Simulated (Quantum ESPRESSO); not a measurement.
Pd:

```
Pd
1.0
     0.00000    1.94650    1.94650
     1.94650    0.00000    1.94650
     1.94650    1.94650    0.00000
Pd
1
Direct
  0.00000 0.00000 0.00000
```

```yaml
Program: Quantum ESPRESSO 7.5
Task: relaxation of cell and atoms
Functional: revPBE
Dispersion: rVV10
Potentials_or_basis: Ansatz NC SR PBE
Cutoff: 1116 eV
Density_cutoff: 4463 eV
k_mesh: 12 × 12 × 12
Occupations: fermi-dirac, width 0.05 eV
Spin: no spin polarisation
```

At the start: pressure 3.9 GPa; volume 14.75 Å³/atom.

Q: Where does the relaxation end?

A: Over 3 steps the energy falls by 3.7 meV/atom and the volume is 15.05 Å³/atom (+2.1 %); space group Fm-3m (No. 225, to 0.05 Å).

Step by step:
```
step  energy change (eV)  largest force (eV/Å)  pressure (GPa)  volume (Å³)
   1              0.0000                0.0000            3.90        14.75
   2             -0.0035                0.0000            0.95        14.98
   3             -0.0037                0.0000            0.03        15.05
```

Final structure:
```yaml
crystal:
  lattice:
    - [0.00000, 1.95979, 1.95979]
    - [1.95979, 0.00000, 1.95979]
    - [1.95979, 1.95979, 0.00000]
  atoms:
    - { symbol: Pd, position: [0.00000, 0.00000, 0.00000] }
```

Caveat: the potentials were made for another functional, which shifts forces and pressure; rVV10's parameter b was fitted to another functional.
